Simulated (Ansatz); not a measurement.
A relaxation of cell and atoms of HfSi3O8 on the sites of monoclinic HfO2 (relaxed group P1) with the plane-wave code Ansatz, at the level PBE. The starting cell was estimated from covalent radii.

```yaml
crystal:
  lattice:
    - [4.42730119, 0.0, 0.0]
    - [0.0, 4.47637848, 0.0]
    - [-0.7614705, 0.0, 4.52183958]
  atoms:
    - { symbol: Hf, position: [0.27613578, 0.45806468, 0.70790733] }
    - { symbol: Si, position: [0.72386422, 0.95806468, 0.79209267] }
    - { symbol: Si, position: [0.72386422, 0.54193532, 0.29209267] }
    - { symbol: Si, position: [0.27613578, 0.04193532, 0.20790733] }
    - { symbol: O, position: [0.44799782, 0.74252595, 0.97857799] }
    - { symbol: O, position: [0.55200218, 0.24252595, 0.52142201] }
    - { symbol: O, position: [0.55200218, 0.25747405, 0.02142201] }
    - { symbol: O, position: [0.44799782, 0.75747405, 0.47857799] }
    - { symbol: O, position: [0.06836078, 0.33075888, 0.34625278] }
    - { symbol: O, position: [0.93163922, 0.83075888, 0.15374722] }
    - { symbol: O, position: [0.93163922, 0.66924112, 0.65374722] }
    - { symbol: O, position: [0.06836078, 0.16924112, 0.84625278] }
kpoints:
  mp_grid: { grid: [6, 6, 6] }
hamiltonian:
  xc: pbe
scf:
  occupations: { method: fermi_dirac, width: 0.02 }
relax:
  f_tol: 0.005
  cell: {}
```

Of the 33 recorded frames of the trajectory, 13 are shown, each with positions in Å and forces in eV/Å. The last, and any step after a large change of cell, is solved on a basis re-selected at its cell; pressure is positive in compression.

Step 1: energy 0.0 meV/atom from step 1, largest force component 8.400 eV/Å, pressure +83.92 GPa
```xyz
12
Lattice="4.4273 0.0000 0.0000 0.0000 4.4764 0.0000 -0.7615 0.0000 4.5218" Properties=species:S:1:pos:R:3:forces:R:3 pbc="T T T"
Hf    0.6835    2.0505    3.2010    3.4916    0.9353    2.9628
Si    2.6016    4.2887    3.5817    1.8762    0.0266    1.2895
Si    2.9823    2.4259    1.3208    1.6378    0.1703    0.7632
Si    1.0642    0.1877    0.9401   -1.1780   -0.5966   -1.0349
O     1.2383    3.3238    4.4250    1.3311    6.0268    4.3062
O     2.0468    1.0856    2.3578    5.7535   -3.9150   -2.7056
O     2.4276    1.1526    0.0969    2.9071   -2.0779    4.4445
O     1.6190    3.3907    2.1641    1.6994    4.5136   -4.7535
O     0.0390    1.4806    1.5657   -2.2933   -2.4284   -6.9758
O     4.0076    3.7188    0.6952   -0.3980   -0.5505    0.1581
O     3.6268    2.9958    2.9561   -8.3997    5.4953   -1.2812
O    -0.3417    0.7576    3.8266   -6.4277   -7.5994    2.8268
```

Step 2: energy -501.8 meV/atom from step 1, largest force component 1.762 eV/Å, pressure +20.19 GPa
```xyz
12
Lattice="4.5782 0.0162 0.0026 0.0164 4.6215 -0.0069 -0.7848 -0.0097 4.7183" Properties=species:S:1:pos:R:3:forces:R:3 pbc="T T T"
Hf    0.7213    2.1111    3.3558    0.7418    0.4090    0.3627
Si    2.6950    4.4343    3.7643    1.7623   -0.0364    0.8688
Si    3.1171    2.5296    1.3795    1.2951    0.4712    0.9648
Si    1.0702    0.1948    0.9625   -0.7867   -0.8056   -0.6774
O     1.3307    3.5101    4.6743   -0.1902    1.2310   -0.6070
O     2.2023    1.0638    2.4140    0.9433    0.0663    1.0739
O     2.5399    1.1650    0.2005   -0.0204    0.5470    0.1514
O     1.7348    3.5806    2.1895   -1.4921   -0.0207   -1.4886
O     0.0266    1.5102    1.5552    0.2223   -0.4573   -0.8716
O     4.1570    3.8345    0.7058    0.0565   -0.9281    0.3442
O     3.6670    3.1476    3.0522   -1.5816    0.6683   -0.3555
O    -0.4033    0.6858    4.0305   -0.9507   -1.1443    0.2343
```

Step 3: energy -577.5 meV/atom from step 1, largest force component 1.502 eV/Å, pressure +3.59 GPa
```xyz
12
Lattice="4.6448 0.0457 0.0419 0.0462 4.6890 -0.0122 -0.7561 -0.0202 4.7953" Properties=species:S:1:pos:R:3:forces:R:3 pbc="T T T"
Hf    0.7587    2.1526    3.4263    0.8888    0.1985    0.2049
Si    2.8255    4.5162    3.8693    1.0766    0.2687    0.8458
Si    3.2121    2.5953    1.4433    0.6983    0.1698    0.8139
Si    1.0805    0.1879    0.9706   -0.5130   -0.8220   -0.6222
O     1.4302    3.5980    4.7328    0.0444    1.1465   -1.0071
O     2.2863    1.0903    2.5146    0.4792   -0.0891    1.3839
O     2.5708    1.2321    0.2410   -0.2351    0.5347    0.3643
O     1.7558    3.6428    2.2010   -0.9501   -0.3517   -1.5024
O     0.0635    1.5199    1.5832    0.2673   -0.4776   -0.2896
O     4.2676    3.8778    0.7428   -0.2765   -0.5714    0.0244
O     3.7250    3.2105    3.1197   -1.0284    0.4609   -0.4080
O    -0.3668    0.6634    4.1052   -0.4515   -0.4671    0.1922
```

Step 4: energy -737.6 meV/atom from step 1, largest force component 1.685 eV/Å, pressure -6.38 GPa
```xyz
12
Lattice="4.6855 0.1209 0.1325 0.1223 4.6613 0.0003 -0.6706 -0.0205 4.9361" Properties=species:S:1:pos:R:3:forces:R:3 pbc="T T T"
Hf    0.8745    2.1918    3.5733    1.0860   -0.0036    0.0523
Si    3.0642    4.5825    4.1117   -0.0630    0.7648    0.8119
Si    3.3393    2.6330    1.6091   -0.0536   -0.6366    0.4958
Si    1.0558    0.1427    0.9532   -0.0936   -0.7221   -0.7584
O     1.6192    3.7583    4.7704   -0.1975    0.7417   -1.6851
O     2.4503    1.0640    2.8190   -0.2793    0.1635    1.6281
O     2.5910    1.3853    0.4079   -0.4491    0.5197    0.7987
O     1.8088    3.5997    2.1234   -0.2976   -0.8584   -1.2848
O     0.1356    1.4342    1.6964    0.2603   -0.4605    0.4870
O     4.3757    3.8207    0.8108   -0.1957   -0.1692   -0.4252
O     3.8015    3.2913    3.2442    0.0507    0.0343   -0.3498
O    -0.2929    0.6669    4.2938    0.2327    0.6265    0.2296
```

**Question.** Estimate where the relaxation ends.

**Answer.** The middle of the trajectory is left out here.
Step 5: energy -823.5 meV/atom from step 1, largest force component 1.812 eV/Å, pressure -5.34 GPa
```xyz
12
Lattice="4.6868 0.1667 0.2078 0.1685 4.5914 0.0206 -0.5939 -0.0078 5.0218" Properties=species:S:1:pos:R:3:forces:R:3 pbc="T T T"
Hf    0.9805    2.2081    3.6782    0.5758    0.1200   -0.0946
Si    3.2053    4.6140    4.3062    0.1271   -0.7573    1.1096
Si    3.4007    2.5967    1.7455    0.1418   -0.8207    0.3160
Si    1.0338    0.0957    0.9135    0.1098   -0.2311    0.0024
O     1.7298    3.8657    4.7436   -0.6125   -0.4249   -0.9115
O     2.5653    1.0395    3.0871   -1.2037    1.8118   -0.6867
O     2.5785    1.4792    0.5691    0.0441   -0.2050    0.2330
O     1.8458    3.4922    2.0217    0.2576   -0.1937    0.2138
O     0.1933    1.3417    1.8054    0.0011   -0.3906    0.4539
O     4.4048    3.7372    0.8533   -0.0361    0.0585   -0.5306
O     3.8618    3.3191    3.3373    0.4713   -0.1263   -0.1743
O    -0.2310    0.7123    4.4404    0.1239    1.1591    0.0689
```

Step 6: energy -881.3 meV/atom from step 1, largest force component 1.394 eV/Å, pressure +0.64 GPa
```xyz
12
Lattice="4.6808 0.1046 0.2092 0.1058 4.4098 0.0628 -0.5914 0.0455 5.0754" Properties=species:S:1:pos:R:3:forces:R:3 pbc="T T T"
Hf    0.9774    2.1698    3.7167   -1.3944   -0.6588   -0.4388
Si    3.1436    4.4510    4.4323    0.4691   -0.3996    0.3079
Si    3.3687    2.3331    1.8768    0.3299   -0.4001    0.2313
Si    1.0452    0.0554    0.9064   -0.2031    0.6075    0.3474
O     1.5842    3.7800    4.6530    0.4868    0.3479    0.2271
O     2.5774    1.1613    3.1292    0.3768    0.0243   -0.2933
O     2.5370    1.2872    0.6201    0.0927    0.0615    0.0191
O     1.8470    3.3206    2.0140    0.2854   -0.0395   -0.0284
O     0.1743    1.1899    1.9304   -0.0064   -0.0872    0.0776
O     4.3188    3.4568    0.8364   -0.1220    0.0148   -0.2700
O     3.9093    3.2812    3.3519   -0.2371    0.2076    0.0942
O    -0.3120    0.8727    4.6177   -0.0777    0.3220   -0.2743
```

Step 27: energy -954.9 meV/atom from step 1, largest force component 0.019 eV/Å, pressure -0.12 GPa
```xyz
12
Lattice="4.9189 0.1604 -0.0316 0.1622 4.3772 0.2985 -0.8783 0.2739 5.2987" Properties=species:S:1:pos:R:3:forces:R:3 pbc="T T T"
Hf    0.9255    2.2201    3.9365    0.0190    0.0010    0.0074
Si    3.2778    4.3998    4.5870    0.0053   -0.0100    0.0086
Si    3.3843    2.4829    1.9298   -0.0101   -0.0025   -0.0132
Si    1.0940    0.4698    1.1447    0.0050    0.0022   -0.0140
O     1.6505    4.0042    4.5036    0.0105    0.0080    0.0120
O     2.6740    1.4165    3.1819   -0.0172   -0.0010   -0.0028
O     2.4369    1.4324    0.6968    0.0053    0.0055    0.0100
O     1.8709    3.4506    2.0319   -0.0098    0.0074   -0.0056
O     0.0619    1.2584    2.1830    0.0032   -0.0012   -0.0003
O     4.2895    3.3647    0.8165   -0.0033    0.0034   -0.0042
O     4.0894    3.4344    3.4327   -0.0029   -0.0052   -0.0010
O    -0.5381    0.9352    4.9489   -0.0051   -0.0081    0.0029
```

Step 28: energy -954.9 meV/atom from step 1, largest force component 0.005 eV/Å, pressure +0.02 GPa
```xyz
12
Lattice="4.9198 0.1606 -0.0317 0.1624 4.3770 0.2975 -0.8785 0.2729 5.2947" Properties=species:S:1:pos:R:3:forces:R:3 pbc="T T T"
Hf    0.9268    2.2203    3.9334   -0.0005    0.0021   -0.0041
Si    3.2788    4.3987    4.5832   -0.0010    0.0001   -0.0017
Si    3.3847    2.4825    1.9276   -0.0021   -0.0017    0.0015
Si    1.0948    0.4699    1.1430   -0.0005    0.0015    0.0051
O     1.6512    4.0045    4.5015    0.0002   -0.0018    0.0009
O     2.6733    1.4154    3.1783    0.0025    0.0002    0.0009
O     2.4379    1.4327    0.6959    0.0014    0.0004   -0.0002
O     1.8708    3.4505    2.0296    0.0006   -0.0009   -0.0009
O     0.0622    1.2578    2.1811    0.0002   -0.0020   -0.0001
O     4.2906    3.3645    0.8155    0.0008   -0.0004    0.0001
O     4.0896    3.4327    3.4295   -0.0018    0.0009   -0.0008
O    -0.5384    0.9338    4.9443    0.0000    0.0016   -0.0006
```

Step 29: energy -954.9 meV/atom from step 1, largest force component 0.002 eV/Å, pressure 0.00 GPa
```xyz
12
Lattice="4.9198 0.1602 -0.0315 0.1620 4.3773 0.2975 -0.8784 0.2729 5.2947" Properties=species:S:1:pos:R:3:forces:R:3 pbc="T T T"
Hf    0.9266    2.2205    3.9333   -0.0006    0.0009   -0.0019
Si    3.2785    4.3988    4.5832    0.0006   -0.0011   -0.0005
Si    3.3844    2.4823    1.9276   -0.0006    0.0005   -0.0001
Si    1.0948    0.4698    1.1432   -0.0003   -0.0007    0.0003
O     1.6510    4.0043    4.5017    0.0000    0.0007    0.0006
O     2.6732    1.4152    3.1785   -0.0001    0.0003    0.0005
O     2.4380    1.4326    0.6959    0.0002   -0.0004    0.0006
O     1.8705    3.4505    2.0296   -0.0005    0.0000   -0.0004
O     0.0622    1.2577    2.1812    0.0002    0.0001    0.0005
O     4.2905    3.3642    0.8156    0.0000    0.0002    0.0003
O     4.0893    3.4327    3.4294    0.0005   -0.0005    0.0000
O    -0.5383    0.9341    4.9443    0.0005    0.0000    0.0002
```

Step 30: energy -955.3 meV/atom from step 1, largest force component 0.002 eV/Å, pressure +0.02 GPa
```xyz
12
Lattice="4.9198 0.1602 -0.0315 0.1620 4.3773 0.2975 -0.8784 0.2729 5.2947" Properties=species:S:1:pos:R:3:forces:R:3 pbc="T T T"
Hf    0.9266    2.2205    3.9333   -0.0012    0.0008   -0.0016
Si    3.2785    4.3988    4.5832    0.0006   -0.0008   -0.0002
Si    3.3844    2.4823    1.9276   -0.0006    0.0004    0.0000
Si    1.0948    0.4698    1.1432   -0.0002   -0.0012    0.0002
O     1.6510    4.0043    4.5017    0.0000    0.0007    0.0001
O     2.6732    1.4152    3.1785    0.0003    0.0000    0.0003
O     2.4380    1.4326    0.6959    0.0003   -0.0001    0.0007
O     1.8705    3.4505    2.0296   -0.0003    0.0001   -0.0005
O     0.0622    1.2577    2.1812    0.0003    0.0003    0.0004
O     4.2905    3.3642    0.8156   -0.0003    0.0003    0.0002
O     4.0893    3.4327    3.4294    0.0004   -0.0006    0.0000
O    -0.5383    0.9341    4.9443    0.0007    0.0001    0.0003
```

Step 31: energy -955.3 meV/atom from step 1, largest force component 0.007 eV/Å, pressure 0.00 GPa
```xyz
12
Lattice="4.9227 0.1605 -0.0339 0.1623 4.3754 0.2984 -0.8813 0.2738 5.2959" Properties=species:S:1:pos:R:3:forces:R:3 pbc="T T T"
Hf    0.9260    2.2195    3.9333    0.0023   -0.0016    0.0006
Si    3.2791    4.3974    4.5831   -0.0066    0.0008    0.0009
Si    3.3849    2.4824    1.9272   -0.0001   -0.0005   -0.0026
Si    1.0948    0.4710    1.1434   -0.0004    0.0015   -0.0003
O     1.6509    4.0037    4.5008    0.0029    0.0013   -0.0004
O     2.6739    1.4155    3.1781   -0.0001    0.0007   -0.0001
O     2.4385    1.4327    0.6956   -0.0011    0.0015    0.0007
O     1.8707    3.4496    2.0293    0.0014   -0.0019    0.0016
O     0.0613    1.2574    2.1817    0.0014   -0.0002    0.0000
O     4.2913    3.3639    0.8151    0.0007   -0.0008    0.0013
O     4.0905    3.4318    3.4293   -0.0006   -0.0006    0.0000
O    -0.5399    0.9339    4.9453    0.0002   -0.0002   -0.0017
```

Step 32: energy -955.3 meV/atom from step 1, largest force component 0.003 eV/Å, pressure +0.01 GPa
```xyz
12
Lattice="4.9214 0.1604 -0.0340 0.1622 4.3761 0.2986 -0.8811 0.2740 5.2964" Properties=species:S:1:pos:R:3:forces:R:3 pbc="T T T"
Hf    0.9258    2.2199    3.9340   -0.0023    0.0009   -0.0012
Si    3.2779    4.3981    4.5836    0.0031   -0.0021    0.0001
Si    3.3840    2.4827    1.9273    0.0008    0.0004   -0.0016
Si    1.0944    0.4710    1.1435   -0.0018   -0.0014    0.0016
O     1.6501    4.0043    4.5013   -0.0004    0.0006    0.0003
O     2.6731    1.4157    3.1783    0.0002   -0.0004   -0.0004
O     2.4380    1.4329    0.6958    0.0002    0.0011    0.0000
O     1.8703    3.4502    2.0296    0.0004    0.0000    0.0000
O     0.0614    1.2577    2.1819   -0.0012    0.0009    0.0006
O     4.2904    3.3643    0.8152    0.0011    0.0008   -0.0001
O     4.0894    3.4324    3.4297   -0.0001   -0.0004    0.0005
O    -0.5400    0.9342    4.9458   -0.0002   -0.0004    0.0002
```

Step 33: energy -955.3 meV/atom from step 1, largest force component 0.003 eV/Å, pressure +0.01 GPa
```xyz
12
Lattice="4.9214 0.1604 -0.0340 0.1622 4.3761 0.2986 -0.8811 0.2740 5.2964" Properties=species:S:1:pos:R:3:forces:R:3 pbc="T T T"
Hf    0.9258    2.2199    3.9340   -0.0023    0.0009   -0.0012
Si    3.2779    4.3981    4.5836    0.0031   -0.0021    0.0001
Si    3.3840    2.4827    1.9273    0.0008    0.0004   -0.0016
Si    1.0944    0.4710    1.1435   -0.0017   -0.0014    0.0016
O     1.6501    4.0043    4.5013   -0.0003    0.0006    0.0003
O     2.6731    1.4157    3.1783    0.0003   -0.0004   -0.0004
O     2.4380    1.4329    0.6958    0.0002    0.0011    0.0000
O     1.8703    3.4502    2.0296    0.0004    0.0000    0.0000
O     0.0614    1.2577    2.1819   -0.0012    0.0010    0.0006
O     4.2904    3.3643    0.8152    0.0011    0.0008   -0.0001
O     4.0894    3.4324    3.4297   -0.0001   -0.0005    0.0005
O    -0.5400    0.9342    4.9458   -0.0002   -0.0003    0.0002
```

The walk took 29 steps and changed the volume by +26.5 %. The last SCF, on a fresh basis, lies 955 meV an atom below the first. At the end: the symmetry is P1 (No. 1, triclinic); conventional cell a = 4.389 Å, b = 4.924 Å, c = 5.376 Å, α = 99.7°, β = 96.4°, γ = 94.0°, 9.45 Å³ an atom. Around Hf lie 7 O at 2.01–2.46 Å; around Si lie 5 O at 1.68–1.83 Å; around Si lie 6 O at 1.68–1.93 Å; around Si lie 4 O at 1.63–1.71 Å; around O lie 1 Si at 1.68 Å and 1 Hf at 2.01 Å; around O lie 2 Si at 1.79–1.83 Å and 1 Hf at 2.07 Å; around O lie 2 Si at 1.71–1.87 Å and 1 Hf at 2.21 Å; around O lie 2 Si at 1.63–1.80 Å and 1 Hf at 2.46 Å (further sites aren't listed).

It took 80 s on 1 × NVIDIA H100 80GB HBM3 with 2 threads of AMD EPYC 7R13 Processor (Zen 3), with other jobs on the host, load about 0.7 per core; peak host memory 1.3 GiB.

The calculation is spin-unpolarised, and the structure need not be a phase that has been made.
